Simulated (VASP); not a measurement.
**Lattice of CuI (Marshite) across functionals and dispersion corrections**

How close do the usual functionals, with and without dispersion, come to the cell of CuI (Marshite)? The levels: PBE, LDA, r2SCAN and PBE + D3(BJ). The start is a cell from a database of measured crystal structures.

Main program and level: VASP 6.6.1; PBE; plane waves and PAW (Cu, I), in the first sound run; inputs show where later runs differ.

**Measured values to reproduce.**

“Determination of acoustic phonon anharmonicities via second-order Raman scattering in CuI” (2023, arxiv:2305.18931) reports for CuI, zinc blende (gamma), by X-ray diffraction (solution-grown single crystal, (111) facets): lattice constant a (cubic lattice constant) 6.053 ± 0.003 Å [measurement temperature not stated, presumably room temperature].

This is a report of a sequence of runs, with most program output left out.

The database entry behind the starting cell differs from later determinations by our own check (about 0.15 % long (mineral sample)), so it need not match the best structure at ambient conditions.

### 1. The starting structure

Before any relaxation, the start is as follows. Symmetry: F-43m, No. 216, cubic system. Conventional cell: a = 6.063 Å, b = 6.063 Å, c = 6.063 Å, α = 90.00°, β = 90.00°, γ = 90.00°. Nearest to Cu lie 4 I at 2.63 Å. Nearest to I lie 4 Cu at 2.63 Å. Farther neighbours and most contacts between anions are not listed.

### 2. Relaxation with PBE

Properties are meant for the cell that this level of theory prefers, so cell and atoms are relaxed first (ISIF = 3) until forces and stress are small; EDIFFG sets the threshold. PBE, the usual starting point, adds the gradient of the density.

Contents of INCAR:

```
SYSTEM = CuI
PREC = Accurate
ENCUT = 520
EDIFF = 1E-06
NELM = 100
ISMEAR = -1
SIGMA = 0.05
LREAL = .FALSE.
ALGO = Normal
GGA = PE
NBANDS = 15
LASPH = .TRUE.
LORBIT = 11
LWAVE = .FALSE.
LCHARG = .FALSE.
KPAR = 2
IBRION = 2
NSW = 60
ISIF = 3
EDIFFG = -0.01
```

Contents of POSCAR:

```
CuI
1.0
    0.0000000000      3.0315000000      3.0315000000
    3.0315000000      0.0000000000      3.0315000000
    3.0315000000      3.0315000000      0.0000000000
Cu I
1 1
Direct
    0.2500000000      0.2500000000      0.2500000000
    0.0000000000      0.0000000000      0.0000000000
```

Contents of KPOINTS:

```
Automatic mesh
0
Gamma
6 6 6
0 0 0
```

Potentials, in the order of the species: Cu and I (PBE family, release 64).

On the command line:

```bash
$ mpirun -np 2 vasp_std
```

The job ended after 16 s (2 MPI ranks of AMD EPYC 7R43, shared host; peak memory 0.31 GiB; 32 s of CPU time).

The gap is read on the k-mesh alone, so it is an upper bound where the band edges lie off the mesh. The run keeps the 24 symmetry operations of its start, so it cannot find a distortion of lower symmetry.

Step by step:

```csv
step,energy less that of the first step (eV),largest force (eV/Å),pressure (GPa),volume (Å³)
1,0.0000,0.0000,0.32,55.72
2,-0.0006,0.0000,0.06,56.17
```

```csv
"conventional cell, symmetrised",before,after,change
a (Å),6.063,6.079,+0.3 %
b (Å),6.063,6.079,+0.3 %
c (Å),6.063,6.079,+0.3 %
volume (Å³/atom),27.86,28.08,+0.8 %
```

Final coordinates:

```xyz
2
Lattice="0.0000 3.0396 3.0396 3.0396 0.0000 3.0396 3.0396 3.0396 0.0000" Properties=species:S:1:pos:R:3 pbc="T T T"
Cu    1.5198    1.5198    1.5198
I     0.0000    0.0000    0.0000
```

Numbers from this step:

| Property | Result |
| --- | --- |
| electrons | 18 |
| bands | 15 |
| irreducible k-points | 16 |
| symmetry operations | 24 |
| free energy (TOTEN) | -5.560 eV |
| Fermi energy | 4.937 eV |
| pressure | 0.05557 GPa |
| metallic | no |
| valence top at k | 0, 0, 0 |
| conduction bottom at k | 0, 0, 0 |
| least direct gap at k | 0, 0, 0 |
| SCF cycles over all ionic steps | 21 |
| gap on the k-mesh | 1.122 eV |
| least direct gap on the k-mesh | 1.122 eV |

It ends with forces that vanish by symmetry and a pressure of 0.06 GPa. The volume lies +0.8 % from that of the database's start. The conventional cell has a = 6.079 Å.

### 3. Relaxation with LDA

This step: LDA; plane waves and PAW (Cu, I) (VASP 6.6.1).

LDA, the lowest rung, knows the local density alone.

INCAR: that of step 2 with these lines changed.

```diff
@@ -9,3 +9,3 @@
 ALGO = Normal
-GGA = PE
+GGA = CA
 NBANDS = 15
```

POSCAR is that of step 2.

KPOINTS is that of step 2.

On the command line:

```bash
$ mpirun -np 2 vasp_std
```

Elapsed: 20 s, on 2 MPI ranks; peak memory 0.28 GiB.

The PAW data sets were made with PBE, though LDA sets exist; this is a small mismatch. After so large a change of volume the plane waves of the start cell no longer fit, so the final stress carries a basis-set error.

Step by step:

```csv
step,energy less that of the first step (eV),largest force (eV/Å),pressure (GPa),volume (Å³)
1,0.0000,0.0000,-3.92,55.72
2,-0.0714,0.0000,0.34,50.40
3,-0.0717,0.0000,0.04,50.67
```

```csv
"conventional cell, symmetrised",before,after,change
a (Å),6.063,5.874,-3.1 %
b (Å),6.063,5.874,-3.1 %
c (Å),6.063,5.874,-3.1 %
volume (Å³/atom),27.86,25.34,-9.1 %
```

The relaxed structure:

```cif
data_structure
_symmetry_space_group_name_H-M 'P 1'
_symmetry_Int_Tables_number 1
_cell_length_a 4.1536
_cell_length_b 4.1536
_cell_length_c 4.1536
_cell_angle_alpha 60.000
_cell_angle_beta 60.000
_cell_angle_gamma 60.000
_cell_volume 50.67
loop_
_atom_site_label
_atom_site_type_symbol
_atom_site_fract_x
_atom_site_fract_y
_atom_site_fract_z
_atom_site_occupancy
Cu1 Cu 0.25000 0.25000 0.25000 1
I2 I 0.00000 0.00000 0.00000 1
```

Numbers from this step:

* free energy (TOTEN): -7.017 eV
* Fermi energy: 5.827 eV
* pressure: 0.03932 GPa
* SCF cycles over all ionic steps: 35
* gap on the k-mesh: 1.258 eV
* least direct gap on the k-mesh: 1.258 eV

It ends at 25.34 Å³/atom, -9.1 % from the start, with 0.04 GPa left. The conventional cell has a = 5.874 Å.

### 4. Relaxation with r2SCAN

This step: r2SCAN; plane waves and PAW (Cu, I) (VASP 6.6.1).

r2SCAN adds the kinetic-energy density, costs more than a GGA and is run with LASPH.

INCAR: that of step 3 with these lines changed.

```diff
@@ -9,5 +9,5 @@
 ALGO = Normal
-GGA = CA
+METAGGA = R2SCAN
+LASPH = .TRUE.
 NBANDS = 15
-LASPH = .TRUE.
 LORBIT = 11
```

POSCAR is that of step 3.

KPOINTS is that of step 3.

On the command line:

```bash
$ mpirun -np 2 vasp_std
```

The job ended after 89 s (2 MPI ranks; peak memory 0.33 GiB).

The PAW data sets were made with PBE, which is usual practice but a small mismatch for other functionals.

Relaxation path:

```csv
step,energy less that of the first step (eV),largest force (eV/Å),pressure (GPa),volume (Å³)
1,0.0000,0.0000,-0.98,55.72
2,-0.0028,0.0000,0.21,54.36
3,-0.0029,0.0000,-0.02,54.67
```

```csv
"conventional cell, symmetrised",before,after,change
a (Å),6.063,6.025,-0.6 %
b (Å),6.063,6.025,-0.6 %
c (Å),6.063,6.025,-0.6 %
volume (Å³/atom),27.86,27.34,-1.9 %
```

Final coordinates:

```xyz
2
Lattice="0.0000 3.0124 3.0124 3.0124 0.0000 3.0124 3.0124 3.0124 0.0000" Properties=species:S:1:pos:R:3 pbc="T T T"
Cu    1.5062    1.5062    1.5062
I     0.0000    0.0000    0.0000
```

It ends at 27.34 Å³/atom, -1.9 % from the start, with -0.02 GPa left. The conventional cell has a = 6.025 Å.

### 5. Relaxation with PBE + D3(BJ)

This step: PBE with D3(BJ); plane waves and PAW (Cu, I) (VASP 6.6.1).

A dispersion term adds the long-range attraction that semilocal functionals lack. D3 with Becke-Johnson damping keeps a finite attraction at short range.

INCAR: that of step 4 with these lines changed.

```diff
@@ -9,5 +9,6 @@
 ALGO = Normal
-METAGGA = R2SCAN
+GGA = PE
+IVDW = 12
+NBANDS = 15
 LASPH = .TRUE.
-NBANDS = 15
 LORBIT = 11
```

POSCAR is that of step 4.

KPOINTS is that of step 4.

On the command line:

```bash
$ mpirun -np 2 vasp_std
```

The job ended after 39 s (2 MPI ranks; peak memory 0.35 GiB).

Step by step:

```csv
step,energy less that of the first step (eV),largest force (eV/Å),pressure (GPa),volume (Å³)
1,0.0000,0.0000,-1.92,55.72
2,-0.0146,0.0000,-0.37,53.07
3,-0.0129,0.0000,0.71,52.49
4,-0.0143,0.0000,0.39,52.87
5,-0.0145,0.0000,0.29,52.97
6,-0.0148,0.0000,-0.03,53.34
```

```csv
"conventional cell, symmetrised",before,after,change
a (Å),6.063,5.976,-1.4 %
b (Å),6.063,5.976,-1.4 %
c (Å),6.063,5.976,-1.4 %
volume (Å³/atom),27.86,26.67,-4.3 %
```

Final coordinates:

```cif
data_structure
_symmetry_space_group_name_H-M 'P 1'
_symmetry_Int_Tables_number 1
_cell_length_a 4.2254
_cell_length_b 4.2254
_cell_length_c 4.2254
_cell_angle_alpha 60.000
_cell_angle_beta 60.000
_cell_angle_gamma 60.000
_cell_volume 53.34
loop_
_atom_site_label
_atom_site_type_symbol
_atom_site_fract_x
_atom_site_fract_y
_atom_site_fract_z
_atom_site_occupancy
Cu1 Cu 0.25000 0.25000 0.25000 1
I2 I 0.00000 0.00000 0.00000 1
```

It ends at 26.67 Å³/atom, -4.3 % from the start, with -0.03 GPa left. The conventional cell has a = 5.976 Å. Against plain PBE, the dispersion term moves a by -1.7 %.

### 6. The cells as a table

This step: relaxed cells at several levels; plane waves and PAW (VASP 6.6.1).

This step runs nothing: it gathers the runs above.

Lengths are those of the conventional cell; cost is the wall time of each run, as given at its step, times its ranks, without the set-up around it. Results by level, by row:

```csv
level,volume (Å³/atom),change from the start (%),a (Å),cost (core minutes)
PBE,28.08,0.8,6.079,0.547
LDA,25.34,-9.1,5.874,0.66
r2SCAN,27.34,-1.9,6.025,2.97
PBE + D3(BJ),26.67,-4.3,5.976,1.3
```

### 7. Summary of results

```json
{"volume, PBE": "28.08 Å³/atom", "volume, LDA": "25.34 Å³/atom", "volume, r2SCAN": "27.34 Å³/atom", "volume, PBE + D3(BJ)": "26.67 Å³/atom"}
```

For CuI (Marshite) the levels give volumes between 25.34 Å³/atom (LDA) and 28.08 Å³/atom (PBE), a spread of 10.8 %, while the cost of the finished runs spans a factor of 5.4. Within 1 % of experiment on every length: PBE and r2SCAN. The nearest, PBE, is among the cheap ones. Thermal and zero-point expansion, often some tenths of a per cent in length, bear on this order: with the measured lengths lowered by an assumed 0.4 % the nearest becomes r2SCAN. The costs hold the number of ionic steps as well as the price of the functional. Adding D3(BJ) to PBE changes the volume by -5.0 % (a by -1.7 %). Within 0.02 Å all end in space group F-43m; the runs can't lower the symmetry of the start. Each is a single relaxation on the plane waves of the start cell, so larger changes of volume carry a basis-set error that was not tested here.

Computed beside measured:

| quantity | measured | PBE | LDA | r2SCAN | PBE + D3(BJ) |
| --- | --- | --- | --- | --- | --- |
| lattice constant a (Å) | 6.053 | 6.079 (+0.4 %) | 5.874 (-3.0 %) | 6.025 (-0.5 %) | 5.976 (-1.3 %) |

Measured values from arxiv:2305.18931 (2023).

How well it matches: For the lattice constant a, of the levels listed nearest comes PBE (+0.4 %, good agreement) and farthest LDA (-3.0 %, a clear miss). The grades are ours: good and fair within 0.7 and 1.5 % for the lattice constant a. For lattice constants the calculation has a static lattice, without zero-point motion or thermal expansion.

[Lines on the potential files, build, host, timing and source positions are cut from VASP's logs without a mark.]

[Logs are printed without paths, hosts, clocks, repeated set-up lines and the standing remarks that a program may print on its own settings, such as how far it seeks lower states.]

[Hosts, paths, dates, database ids (printed as entryN), source tags and the programs' standing remarks are cut or masked in the printed files.]

[A measured line is paired with the nearest computed mode of its activity, which favours agreement.]
